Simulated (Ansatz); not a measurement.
# CaSe (Fm-3m) in Ansatz: a series of runs

Runs on CaSe. Level: PBE. Tasks: relaxation of cell and atoms.

Program: Ansatz 0.2.0. These are calculated values, not measurements. Logs are shortened: lines on timing, memory, paths and dates and some standing lists are left out, and cuts for length are marked.

### 1 The crystal as given

The structure is cubic, space group Fm-3m (No. 225). The conventional cell has a = 5.912 Å, b = 5.912 Å, c = 5.912 Å, α = 90.00°, β = 90.00°, γ = 90.00°. Se (site symmetry m-3m) is surrounded by 6 Ca at 2.96 Å. Ca (site symmetry m-3m) has 6 Se at 2.96 Å as nearest neighbours.

### 2 Relaxation of cell and atoms, PBE

Input file input.yaml:

```yaml
crystal:
  lattice:
    - [0.0, 2.956, 2.956]
    - [2.956, 0.0, 2.956]
    - [2.956, 2.956, 0.0]
  atoms:
    - { symbol: Se, position: [0.5, 0.5, 0.5] }
    - { symbol: Ca, position: [0.0, 0.0, 0.0] }
kpoints:
  mp_grid: { grid: [8, 8, 8] }
scf:
  occupations: { method: fermi_dirac, width: 0.05 }
hamiltonian:
  xc: pbe
  pseudopotentials: { kind: all_electron, lapw: { basis_error: 0.001 } }
output:
  forces: true
  stress: true
relax:
  f_tol: 0.02
  max_steps: 60
  cell: {}
```

Potentials or basis: all-electron LAPW, scalar-relativistic.

Started as:

```sh
> ansatz run input.yaml --threads 1 --pin off --max-ram 3072MiB --backend cpu --events-out ev --progress --plain --runs-dir out
```

Log:

```text
Warning: RAYON_NUM_THREADS=1 ignored (pool sized by the plan → 1); use --threads N
The last accepted step is kept in <dir> (removed where the run ends without a failure and the disk answers)
LAPW: plane waves up to 6.972 Å⁻¹, error target 1.0e-3 eV per atom; small_component_spin mean_spin; Ca in spheres of 1.422 Å, 10 of its electrons in bands, Dirac shells []; Se in spheres of 1.446 Å, 24 of its electrons in bands, Dirac shells [] (how accurate: hamiltonian.pseudopotentials.lapw.basis_error, Limitations)
Engine: ansatz 0.2.0, aarch64-unknown-linux-gnu
Pseudopotentials: kind: all_electron
Pseudopotential: Se, LAPW, valence charge 24, lapw/all_electron/scalar/gaussian/Se, Koelling and Harmon's equation, gaussian nucleus
Pseudopotential: Ca, LAPW, valence charge 10, lapw/all_electron/scalar/gaussian/Ca, Koelling and Harmon's equation, gaussian nucleus
Functional definition: PBE
  parameter kappa = 0.804
  parameter beta = 0.06672455060314922
  exchange = pbe_x(kappa = kappa, mu = beta*pi^2/3)
  correlation = pbe_c(beta = beta)
Crystal: 2 atoms, lattice volume = 51.659 Å³
Basis set: ecut = 185.17626402869922 eV, 307 PW (Γ), exchange–correlation at level 2
Bands: 21, of which v1, the nominal top of the filled ones, is band 17 counted from 1 (16 counted from 0)
Symmetry: 48 space group operations
Space group: Fm-3m (ITA 225), of the structure as read, at distance tolerance 3.7e-5 Å
k-points: 29 of 512
Non-local potential: Se, projectors of the file, none
Non-local potential: Ca, projectors of the file, none
Initial density: superposition of atomic densities (chi_scale 0.1, normalization cell, long waves kept (reshape's long-wave potential 0.00 eV rms))
Initial wavefunctions: plane waves of lowest kinetic energy (no species holds an atomic orbital)
Functional: x = pbe(κ = 0.804, μ = 0.2195149727645171), c = pbe(β = 0.06672455060314922)
iter 1 solved again at ethr=1.53e-3 eV; its pass at ethr=1.00e-1 eV (dr2=5.20e-1 eV) is discarded
SCF iter   1: F=—  HF=-84644.297284 eV  |F-HF|=—  |Δ(HF+E_count)|=         —  Δρ=2.23e-2  dr2=5.20e-1  ethr=1.53e-3  ⟨swp⟩=2.1  Hψ=3997  notcnv=0
preconditioner: auto → none  [insulator: Δε(μ)=2.483 eV  Ē_g=9.320 eV  σ=0.050 eV  W_gap=1.00  n_scr=14 (ndim 8)  ℏωp=14.6 eV  f_vac=0.000  D(μ)=0.00/eV (n_scr^D=0)  ε∞_Penn≈3.5]
iter 2 solved again at ethr=6.35e-5 eV; its pass at ethr=1.53e-3 eV (dr2=2.16e-2 eV) is discarded
SCF iter   2: F=—  HF=-84644.184827 eV  |F-HF|=—  |Δ(HF+E_count)|=   1.12e-1  Δρ=5.61e-3  dr2=2.16e-2  ethr=6.35e-5  ⟨swp⟩=2.0  Hψ=3258  notcnv=0
SCF iter   3: F=—  HF=-84644.190455 eV  |F-HF|=—  |Δ(HF+E_count)|=         —  Δρ=3.56e-3  dr2=1.19e-2  ethr=6.34e-5  ⟨swp⟩=2.2  Hψ=2008  notcnv=0
the basis was enlarged: its passes take 30.1 KiB over the memory plan, 1 of 1 planned eigensolver slots
SCF iter   4: F=—  HF=-84644.194338 eV  |F-HF|=—  |Δ(HF+E_count)|=   3.88e-3  Δρ=6.13e-4  dr2=2.51e-4  ethr=3.49e-5  ⟨swp⟩=2.0  Hψ=1912  notcnv=0
SCF iter   5: F=—  HF=-84644.194674 eV  |F-HF|=—  |Δ(HF+E_count)|=   3.35e-4  Δρ=7.94e-5  dr2=2.77e-6  ethr=7.39e-7  ⟨swp⟩=3.0  Hψ=1970  notcnv=0
SCF iter   6: F=—  HF=-84644.194685 eV  |F-HF|=—  |Δ(HF+E_count)|=   1.14e-5  Δρ=2.45e-5  dr2=1.74e-7  ethr=8.13e-9  ⟨swp⟩=3.0  Hψ=1981  notcnv=0
SCF iter   7: F=-84644.194686 eV  HF=-84644.194686 eV  |F-HF|=1.02e-8  |Δ(HF+E_count)|=   1.02e-6  Δρ=2.78e-6  dr2=2.58e-9  ethr=5.13e-10  ⟨swp⟩=3.0  Hψ=2036  notcnv=0
SCF 1 converged in 7 iterations: F = -84644.194686 eV  dr2 = 2.58e-9
relax step   1: F+E_penalty+E_count = -84644.19468602 eV  Δ(F+E_penalty+E_count) = +0.000e0 eV  max|allowed force component| = 6.327e-31 eV/Å  Δτ_max = 0.0000 Å  P = +1.168 GPa  Ω = 51.659 Å³  (7 SCF iters, accepted)
Crystal: 2 atoms, lattice volume = 53.326 Å³
Basis set: ecut = 181.29521839361985 eV, 307 PW (Γ), exchange–correlation at level 2
Initial density: handed on by an earlier stage of this run
Initial wavefunctions: those handed on with the density
iter 1 solved again at ethr=2.25e-6 eV; its pass at ethr=1.00e-1 eV (dr2=7.66e-4 eV) is discarded
SCF iter   1: F=—  HF=-84644.198823 eV  |F-HF|=—  |Δ(HF+E_count)|=         —  Δρ=7.93e-4  dr2=7.88e-4  ethr=2.25e-6  ⟨swp⟩=3.2  Hψ=3213  notcnv=0
preconditioner: auto → none  [insulator: Δε(μ)=2.133 eV  Ē_g=8.818 eV  σ=0.050 eV  W_gap=1.00  n_scr=14 (ndim 8)  ℏωp=14.4 eV  f_vac=0.037  D(μ)=0.00/eV (n_scr^D=0)  ε∞_Penn≈3.7]
iter 2 solved again at ethr=6.83e-8 eV; its pass at ethr=2.25e-6 eV (dr2=2.32e-5 eV) is discarded
SCF iter   2: F=—  HF=-84644.198477 eV  |F-HF|=—  |Δ(HF+E_count)|=   3.45e-4  Δρ=1.65e-4  dr2=2.33e-5  ethr=6.83e-8  ⟨swp⟩=2.0  Hψ=3135  notcnv=0
SCF iter   3: F=—  HF=-84644.198462 eV  |F-HF|=—  |Δ(HF+E_count)|=   1.53e-5  Δρ=9.37e-5  dr2=9.75e-6  ethr=6.83e-8  ⟨swp⟩=2.1  Hψ=1889  notcnv=0
SCF iter   4: F=—  HF=-84644.198465 eV  |F-HF|=—  |Δ(HF+E_count)|=   3.03e-6  Δρ=2.30e-5  dr2=5.32e-7  ethr=2.87e-8  ⟨swp⟩=2.0  Hψ=1885  notcnv=0
SCF iter   5: F=-84644.198465 eV  HF=-84644.198465 eV  |F-HF|=1.48e-8  |Δ(HF+E_count)|=   3.34e-8  Δρ=3.66e-6  dr2=9.63e-9  ethr=1.56e-9  ⟨swp⟩=2.9  Hψ=1922  notcnv=0
SCF 2 converged in 5 iterations: F = -84644.198465 eV  dr2 = 9.63e-9
relax step   2: F+E_penalty+E_count = -84644.19846519 eV  Δ(F+E_penalty+E_count) = -3.779e-3 eV  max|allowed force component| = 2.999e-31 eV/Å  Δτ_max = 0.0000 Å  P = -0.400 GPa  Ω = 53.326 Å³  (5 SCF iters, accepted)
Crystal: 2 atoms, lattice volume = 52.891 Å³
Basis set: ecut = 182.28901038266778 eV, 307 PW (Γ), exchange–correlation at level 2
iter 1 solved again at ethr=1.58e-7 eV; its pass at ethr=1.00e-1 eV (dr2=5.36e-5 eV) is discarded
SCF iter   1: F=—  HF=-84644.199053 eV  |F-HF|=—  |Δ(HF+E_count)|=         —  Δρ=2.10e-4  dr2=5.45e-5  ethr=1.58e-7  ⟨swp⟩=4.4  Hψ=3226  notcnv=0
preconditioner: auto → none  [insulator: Δε(μ)=2.075 eV  Ē_g=8.809 eV  σ=0.050 eV  W_gap=1.00  n_scr=14 (ndim 8)  ℏωp=14.4 eV  f_vac=0.033  D(μ)=0.00/eV (n_scr^D=0)  ε∞_Penn≈3.7]
iter 2 solved again at ethr=4.46e-9 eV; its pass at ethr=1.58e-7 eV (dr2=1.52e-6 eV) is discarded
SCF iter   2: F=—  HF=-84644.199033 eV  |F-HF|=—  |Δ(HF+E_count)|=   2.04e-5  Δρ=4.24e-5  dr2=1.52e-6  ethr=4.46e-9  ⟨swp⟩=2.0  Hψ=3135  notcnv=0
SCF iter   3: F=—  HF=-84644.199031 eV  |F-HF|=—  |Δ(HF+E_count)|=   1.42e-6  Δρ=2.39e-5  dr2=6.32e-7  ethr=4.46e-9  ⟨swp⟩=2.1  Hψ=1889  notcnv=0
SCF iter   4: F=-84644.199032 eV  HF=-84644.199032 eV  |F-HF|=2.03e-8  |Δ(HF+E_count)|=   1.39e-7  Δρ=5.85e-6  dr2=3.44e-8  ethr=1.86e-9  ⟨swp⟩=2.0  Hψ=1885  notcnv=0
SCF 3 converged in 4 iterations: F = -84644.199032 eV  dr2 = 3.44e-8
relax step   3: F+E_penalty+E_count = -84644.19903160 eV  Δ(F+E_penalty+E_count) = -5.664e-4 eV  max|allowed force component| = 7.046e-31 eV/Å  Δτ_max = 0.0000 Å  P = -0.014 GPa  Ω = 52.891 Å³  (4 SCF iters, accepted)
iter 1 solved again at ethr=1.03e-10 eV; its pass at ethr=1.00e-1 eV (dr2=3.49e-8 eV) is discarded
SCF iter   1: F=—  HF=-84644.199026 eV  |F-HF|=—  |Δ(HF+E_count)|=         —  Δρ=5.92e-6  dr2=3.51e-8  ethr=1.03e-10  ⟨swp⟩=5.4  Hψ=3445  notcnv=0
preconditioner: auto → none  [insulator: Δε(μ)=2.083 eV  Ē_g=8.818 eV  σ=0.050 eV  W_gap=1.00  n_scr=14 (ndim 8)  ℏωp=14.4 eV  f_vac=0.033  D(μ)=0.00/eV (n_scr^D=0)  ε∞_Penn≈3.7]
SCF iter   2: F=-84644.199030 eV  HF=-84644.199030 eV  |F-HF|=5.47e-9  |Δ(HF+E_count)|=   3.98e-6  Δρ=2.97e-6  dr2=9.20e-9  ethr=1.03e-10  ⟨swp⟩=3.0  Hψ=2117  notcnv=0
SCF 4 converged in 2 iterations: F = -84644.199030 eV  dr2 = 9.20e-9
relax step   4: F+E_penalty+E_count = -84644.19903030 eV  Δ(F+E_penalty+E_count) = +1.302e-6 eV  max|allowed force component| = 6.913e-31 eV/Å  Δτ_max = 0.0000 Å  P = -0.014 GPa  Ω = 52.891 Å³  stress off target by 1.44e-2 GPa  SCF on the basis re-selected at this cell (its energy is not comparable with the rows above)  (2 SCF iters)
basis re-selected at this cell: Δ(F+E_penalty+E_count) = +1.302e-6 eV, ΔP = -0.000 GPa vs the last step (what re-selecting the basis moved, after the strain that the cell walked since its last selection, with what the two solves' SCF thresholds leave and, on support functions, any second-order correction that the steps lacked; it is no measure of the basis error at this ecutwfc). This SCF's stress stands 1.44e-2 GPa from its target on what of the cell is left free (relax.cell.stress_tol is 5.00e-2 GPa) and its largest allowed force component is 6.91e-31 eV/Å (relax.f_tol is 2.00e-2 eV/Å): within both
SCF converged after 2 iterations
Free energy (F): -84644.199030 eV
Harris-Foulkes:  -84644.199030 eV  (|F-HF|=5.47e-9)
Internal energy: -84644.199030 eV  (E = F + TS)
E sigma→0 (E₀):  -84644.199030 eV
Fermi energy:    8.370225 eV
--- Per-component energies (eV) ---
  E_band       = -1731.812687
  E_kinetic    = 86355.053723
  E_xc         = -3381.821424
  E_electrostatic = -167617.431329  (all electrons and nuclei)
  E_smearing   = -0.000000  (= −TS)
  E_closure    = 0.000000  (closes the sum)
  E_atoms      = -84634.732595  (free atoms, spherical and without spin; not in F)
  Σ components = -84644.199030   (vs F -84644.199030, Δ=0.00e0)
  Basis errors (estimates in eV, not in F): energy 4.2e-4 per atom: plane waves 3.8e-4 (2.1e-4 summed), levels above the bands 3.1e-26, relativity 4.5e-8, radial functions 4.3e-5, core shells 1.2e-6; eigenvalues (radial functions only) 7.1e-7; not estimated: angular momenta, meshes, grids; target (lapw.basis_error) 1.0e-3; muffin-tin radii Ca 1.433 Å, Se 1.457 Å
--- Forces (eV/Å), atoms counted from 1 ---
  atom   1  Se     0.00000000    -0.00000000    -0.00000000
  atom   2  Ca    -0.00000000     0.00000000    -0.00000000
  max |Σ_I F_I| component: 1.25e-30 eV/Å
--- Stress (GPa, compression-positive) ---
       -0.014428      -0.000000       0.000000
       -0.000000      -0.014428      -0.000000
        0.000000      -0.000000      -0.014428
  P = ⅓ Tr σ = -0.0144 GPa (-0.144 kbar)
--- Relaxed structure (3 steps of the walk, 3 accepted, 1 SCFs on fresh bases) ---
  F+E_penalty+E_count = -84644.19903030 eV   max|allowed force component| = 6.913e-31 eV/Å   (the final SCF, on the basis selected at the relaxed cell)
  cell:  # Å, volume = 52.8908 Å³
    - [2.5476860164477955e-34, 2.979317894124719, 2.979317894124719]
    - [2.979317894124719, -2.292917414803016e-34, 2.979317894124719]
    - [2.979317894124719, 2.979317894124719, -1.2738430082238975e-34]
  atoms:
    - { symbol: Se, position: [0.5, 0.5, 0.5] }
    - { symbol: Ca, position: [6.786796432353002e-36, -2.3753787513244793e-36, -9.162175183676613e-36] }
```

Wall time 11 s (1 thread of Arm Neoverse V2, shared host); peak memory 0.27 GiB.

Results:

| Property | Result |
| --- | --- |
| Free energy | -84644.1990 eV |
| Relaxed volume | 26.45 Å³/atom |
| Relaxed cell | a = 4.213 Å, b = 4.213 Å, c = 4.213 Å, α = 60.00°, β = 60.00°, γ = 60.00° |
| Space group after relaxing (to 0.05 Å) | Fm-3m (No. 225) |
| Energy gained by relaxing | 2.2 meV/atom |
| Ionic steps | 4 |
| Pressure after relaxing | 0.0 GPa |
| Band gap on the k mesh | 2.08 eV |

The path:
| step | energy change (eV) | largest force (eV/Å) | volume (Å³) |
| --- | --- | --- | --- |
| 1 | 0.0000 | 0.0000 | 51.66 |
| 2 | -0.0038 | 0.0000 | 53.33 |
| 3 | -0.0043 | 0.0000 | 52.89 |
| 4 | -0.0043 | 0.0000 | 52.89 |

Final structure:
```xyz
2
Lattice="0.0000 2.9793 2.9793 2.9793 0.0000 2.9793 2.9793 2.9793 0.0000" Properties=species:S:1:pos:R:3 pbc="T T T"
Se    2.9793    2.9793    2.9793
Ca    0.0000    0.0000    0.0000
```

A k mesh can miss the band edges. Expect the measured gap to be larger: semilocal functionals such as PBE lack the derivative discontinuity.

### 3 Relaxation of cell and atoms, PBE, target pressure 2 GPa, at which the enthalpy is minimised

Edit input.yaml of step 2 so:

```diff
@@ -21,2 +21,2 @@
   max_steps: 60
-  cell: {}
+  cell: { p_target: 2.0 }
```

Potentials or basis: all-electron LAPW, scalar-relativistic.

Started as:

```sh
> ansatz run input.yaml --threads 1 --pin off --max-ram 3072MiB --backend cpu --events-out ev --progress --plain --runs-dir out
```

It took 11 s on 1 thread of Arm Neoverse V2, shared host; peak memory 0.27 GiB.

It converged, with:

| Quantity | Value |
| --- | --- |
| Free energy | -84644.1870 eV |
| Relaxed volume | 25.44 Å³/atom |
| Relaxed cell | a = 4.159 Å, b = 4.159 Å, c = 4.159 Å, α = 60.00°, β = 60.00°, γ = 60.00° |
| Space group after relaxing (to 0.05 Å) | Fm-3m (No. 225) |
| Energy change on relaxing (the enthalpy is what falls) | +3.8 meV/atom |
| Ionic steps | 4 |
| Pressure after relaxing | 2.0 GPa |
| Band gap on the k mesh | 1.99 eV |

Step by step:
```tsv
step	energy change (eV)	largest force (eV/Å)	volume (Å³)
1	0.0000	0.0000	51.66
2	0.0130	0.0000	50.49
3	0.0076	0.0000	50.88
4	0.0076	0.0000	50.88
```

Final structure:
```cif
data_structure
_symmetry_space_group_name_H-M 'P 1'
_symmetry_Int_Tables_number 1
_cell_length_a 4.1593
_cell_length_b 4.1593
_cell_length_c 4.1593
_cell_angle_alpha 60.000
_cell_angle_beta 60.000
_cell_angle_gamma 60.000
_cell_volume 50.88
loop_
_atom_site_label
_atom_site_type_symbol
_atom_site_fract_x
_atom_site_fract_y
_atom_site_fract_z
_atom_site_occupancy
Se1 Se 0.50000 0.50000 0.50000 1
Ca1 Ca 0.00000 0.00000 0.00000 1
```

A k mesh can miss the band edges. Expect the measured gap to be larger: semilocal functionals such as PBE lack the derivative discontinuity.

### 4 Relaxation of cell and atoms, PBE, target pressure 5 GPa, at which the enthalpy is minimised

Edit input.yaml of step 3 so:

```diff
@@ -21,2 +21,2 @@
   max_steps: 60
-  cell: { p_target: 2.0 }
+  cell: { p_target: 5.0 }
```

Started as:

```sh
> ansatz run input.yaml --threads 1 --pin off --max-ram 3072MiB --backend cpu --events-out ev --progress --plain --runs-dir out
```

It took 14 s on 1 thread of Arm Neoverse V2, shared host; peak memory 0.27 GiB.

The run converged. Its results:

```
Free energy                                            : -84644.1353 eV
Relaxed volume                                         : 24.23 Å³/atom
Relaxed cell                                           : a = 4.092 Å, b = 4.092 Å, c = 4.092 Å, α = 60.00°, β = 60.00°, γ = 60.00°
Space group after relaxing (to 0.05 Å)                 : Fm-3m (No. 225)
Energy change on relaxing (the enthalpy is what falls) : +29.7 meV/atom
Ionic steps                                            : 5
Pressure after relaxing                                : 5.0 GPa
Band gap on the k mesh                                 : 1.86 eV
```

The path:
| step | energy change (eV) | largest force (eV/Å) | volume (Å³) |
| --- | --- | --- | --- |
| 1 | 0.0000 | 0.0000 | 51.66 |
| 2 | 0.1418 | 0.0000 | 46.43 |
| 3 | 0.0540 | 0.0000 | 48.64 |
| 4 | 0.0594 | 0.0000 | 48.46 |
| 5 | 0.0594 | 0.0000 | 48.46 |

Final structure:
```yaml
crystal:
  lattice:
    - [0.00000, 2.89375, 2.89375]
    - [2.89375, 0.00000, 2.89375]
    - [2.89375, 2.89375, 0.00000]
  atoms:
    - { symbol: Se, position: [0.50000, 0.50000, 0.50000] }
    - { symbol: Ca, position: [0.00000, 0.00000, 0.00000] }
```

### 5 Summary

```tsv
cell	gap on the mesh (eV)	pressure (GPa)
relaxed	2.08	0.0
relaxed to 2 GPa	1.99	2.0
relaxed to 5 GPa	1.86	5.0
```

Alike in all rows: task relaxation of cell and atoms; level PBE; potentials or basis all-electron LAPW, scalar-relativistic; no spin polarisation; k mesh 8 × 8 × 8; smearing fermi-dirac 0.05 eV; basis error allowed 0.001 eV/atom.

Compare energies only between runs with the same functional and basis.
